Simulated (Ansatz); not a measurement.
Set up this calculation in Ansatz 0.2.0, as the native input.

```yaml
Task: single point
Functional: PBE
Potentials_or_basis: Ansatz PAW
Cutoff: 500 eV
Density_cutoff: 2000 eV
k_mesh: 9 × 9 × 9
Occupations: fermi-dirac, width 0.05 eV
Spin: no spin polarisation
```

Crystal: ZrO2.

```
Zr O
1.0
     0.00000    2.54507    2.54507
     2.54507    0.00000    2.54507
     2.54507    2.54507    0.00000
Zr O
1 2
Cartesian
  0.0000 0.0000 0.0000
  3.8176 3.8176 3.8176
  1.2725 1.2725 1.2725
```

Measurements of this composition are mostly on another form, of space group No. 14.

One way to write it, as run:

input.yaml

```yaml
crystal:
  lattice:
    - [0.0, 2.5450727058, 2.5450727058]
    - [2.5450727058, 0.0, 2.5450727058]
    - [2.5450727058, 2.5450727058, 0.0]
  atoms:
    - { symbol: Zr, position: [0.0, 0.0, 0.0] }
    - { symbol: O, position: [0.75, 0.75, 0.75] }
    - { symbol: O, position: [0.25, 0.25, 0.25] }
hamiltonian:
  xc: pbe
  pseudopotentials: { kind: paw }
kpoints:
  mp_grid: { grid: [9, 9, 9] }
scf:
  occupations: { method: fermi_dirac, width: 0.05 }
basis:
  ecutwfc: "500 eV"
output:
  forces: true
  stress: true
  eigenvalues: true
```

Potentials or basis: Ansatz PAW.

Launch:

```console
$ ansatz run input.yaml --threads 2 --pin off --max-ram 5120MiB --backend cpu --events-out ev --progress --plain --runs-dir out
```

It gave:

| Quantity | Value |
| --- | --- |
| Pressure | 3.7 GPa |
| Band gap on the k mesh | 3.41 eV, indirect (least direct gap 3.89 eV) |

Caveat: odd divisions of the mesh miss points on the zone boundary, where band edges often lie, so the gap on the mesh can be too wide.

It took 0.9 s on 2 threads of Arm Neoverse V1, with other jobs on the host, peak memory 0.31 GiB.
